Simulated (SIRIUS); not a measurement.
Here is a SIRIUS 7.12.0 calculation.

The input run.py:

```python
import json, subprocess
import numpy as np
from ase.io import read
from ase.units import Bohr, Hartree
from ase.calculators.calculator import Calculator, all_changes, SCFError
from ase.eos import EquationOfState
from ase.units import GPa
from ase.calculators.mixing import SumCalculator
from dftd3.ase import DFTD3

class Sirius(Calculator):
    """Writes sirius.json, runs sirius.scf and reads output.json. Species files lie in the folder."""
    implemented_properties = ["energy", "free_energy", "forces", "magmom", "magmoms"]

    def __init__(self, settings, start):
        super().__init__()
        self.settings, self.start, self.warm = settings, start, False

    def run(self, atoms, settings, task):
        symbols = atoms.get_chemical_symbols()
        types = sorted(set(symbols))
        spin = settings["parameters"]["num_mag_dims"] > 0
        rows = {t: [] for t in types}
        for s, x, m in zip(symbols, atoms.get_scaled_positions(wrap=False), atoms.get_initial_magnetic_moments()):
            rows[s].append(list(x) + ([0, 0, m] if spin else []))
        cell = dict(lattice_vectors=(atoms.cell[:] / Bohr).tolist(), atom_types=types,
                    atom_files={t: t + ".json" for t in types}, atoms=rows)
        with open("sirius.json", "w") as f:
            json.dump(dict(settings, unit_cell=cell), f, indent=1)
        with open("sirius.log", "a") as log:
            subprocess.run(["sirius.scf", "--input=sirius.json", "--output=output.json", f"--task={task}"],
                           stdout=log, stderr=log, check=True)
        with open("output.json") as f:
            return json.load(f)["ground_state"], np.argsort(np.argsort(symbols, kind="stable"))

    def calculate(self, atoms=None, properties=["energy"], system_changes=all_changes):
        super().calculate(atoms, properties, system_changes)
        if not self.warm or "cell" in system_changes:
            loose = dict(self.settings, parameters={**self.settings["parameters"], **self.start})
            self.run(atoms, loose, task=0)  # loose LDA density as the start
            self.warm = True
        gs, order = self.run(atoms, self.settings, task=1)
        if not gs["converged"]:
            raise SCFError("SIRIUS did not converge")
        e = gs["energy"]
        free = e["free"] * Hartree  # E - TS, whose slope the forces are
        self.results = dict(energy=free, free_energy=free,
                            forces=np.array(gs["forces"])[order] * Hartree / Bohr)
        if "magnetisation" in gs:
            self.results["magmom"] = gs["magnetisation"]["total"][2]
            self.results["magmoms"] = np.array(gs["magnetisation"]["atoms"])[order, 2]
        self.gap, self.fermi = gs["band_gap"] * Hartree, gs["efermi"] * Hartree

settings = {'control': {'processing_unit': 'cpu',
             'std_evp_solver_name': 'lapack',
             'gen_evp_solver_name': 'lapack',
             'verbosity': 1,
             'print_forces': True,
             'ortho_rf': True,
             'use_second_variation': True,
             'rmt_max': 3.0},
 'parameters': {'electronic_structure_method': 'full_potential_lapwlo',
                'xc_functionals': ['XC_GGA_X_PBE', 'XC_GGA_C_PBE'],
                'core_relativity': 'dirac',
                'valence_relativity': 'iora',
                'num_fv_states': 24,
                'smearing': 'fermi_dirac',
                'smearing_width': 0.0018374661,
                'pw_cutoff': 20,
                'gk_cutoff': 3.74,
                'lmax_apw': 11,
                'lmax_rho': 8,
                'lmax_pot': 8,
                'num_mag_dims': 0,
                'auto_rmt': 0,
                'ngridk': [12, 12, 12],
                'shiftk': [0, 0, 0],
                'num_dft_iter': 80,
                'energy_tol': 1e-07,
                'density_tol': 1e-05,
                'use_symmetry': True},
 'settings': {'tol_ne': 1e-10},
 'iterative_solver': {'type': 'exact'},
 'mixer': {'type': 'anderson', 'beta': 0.5, 'max_history': 8}}
start = {'xc_functionals': ['XC_LDA_X', 'XC_LDA_C_PW'],
 'ngridk': [5, 5, 5],
 'gk_cutoff': 2.99,
 'smearing': 'fermi_dirac',
 'smearing_width': 0.0055,
 'energy_tol': 0.01,
 'density_tol': 0.05,
 'num_dft_iter': 30}

from ase import Atoms
atoms = Atoms(['Ir'],
              cell=[[0.0, 1.9156, 1.9156], [1.9156, 0.0, 1.9156], [1.9156, 1.9156, 0.0]],
              scaled_positions=[[0.0, 0.0, 0.0]], pbc=True)
sirius = Sirius(settings, start)
dispersion = DFTD3(method="pbe", damping="d3bj")
atoms.calc = SumCalculator([sirius, dispersion])

cell = atoms.cell.copy()
volumes, energies = [], []
for x in [0.94, 0.96, 0.98, 1.0, 1.02, 1.04, 1.06]:
    atoms.set_cell(cell * x ** (1 / 3), scale_atoms=True)
    volumes.append(atoms.get_volume() / len(atoms))
    energies.append(atoms.get_potential_energy() / len(atoms))
    print(f"{volumes[-1]:10.4f} A^3/atom {energies[-1]:16.6f} eV/atom")
eos = EquationOfState(volumes, energies, eos="birchmurnaghan")
v0, e0, b0 = eos.fit()
print(f"V0 {v0:.4f} A^3/atom, B0 {b0 / GPa:.2f} GPa, B0' {eos.eos_parameters[2]:.2f}")
result = dict(volumes=volumes, energies=energies)
result.update(gap=sirius.gap, fermi=sirius.fermi, **{k: np.array(v).tolist() for k, v in sirius.results.items() if "mag" in k})
result['dispersion'] = dispersion.get_potential_energy(atoms)
with open("result.json", "w") as f:
    json.dump(result, f)
```

Potentials or basis: all-electron FP-LAPW, apw+lo standard.

Command:

```console
$ OMP_NUM_THREADS=1 python run.py
```

What does it give for the bulk modulus?

374 GPa.

Estimate the equilibrium volume.

14.14 Å³/atom.

Estimate the pressure derivative of the bulk modulus.

5.1 (rough: it moves with the points fitted).

Energy against volume, from the lowest point:
| volume (Å³/atom) | energy (meV/atom) |
| --- | --- |
| 13.215 | 81.03 |
| 13.496 | 37.53 |
| 13.778 | 11.04 |
| 14.059 | 0.00 |
| 14.340 | 2.45 |
| 14.621 | 17.14 |
| 14.902 | 42.09 |

The run has no spin-orbit coupling, so splittings on Ir are missing. Zero-point motion and thermal expansion aren't in these numbers.
